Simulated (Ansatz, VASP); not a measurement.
# Na: VASP beside Ansatz

```
Na
1.0
    -2.13599    2.13599    2.13599
     2.13599   -2.13599    2.13599
     2.13599    2.13599   -2.13599
Na
1
Direct
  0.00000 0.00000 0.00000
```

Alike in both runs: task single point; functional PBE; k mesh 14 × 14 × 14; occupations gaussian, width 0.1 eV; no spin polarisation.

|  | VASP | Ansatz |
| --- | --- | --- |
| version | VASP 6.6.1 | Ansatz 0.2.0 |
| potentials or method | VASP PAW PBE potentials, release 64 (Na_pv) | scalar-relativistic, plane waves, PAW |
| plane-wave cutoff (eV) | 520 | 420 |
| valence electrons in the cell | 7 | 9 |

```csv
,VASP,Ansatz,Ansatz less VASP
gap on the k mesh at the Fermi level (eV),none,none,-
pressure (GPa),-0.4,-0.4,+0.02
```

A gap of «none» marks a metal or a gap that the smearing closes. The two sets of potentials don't hold the same shells in valence.
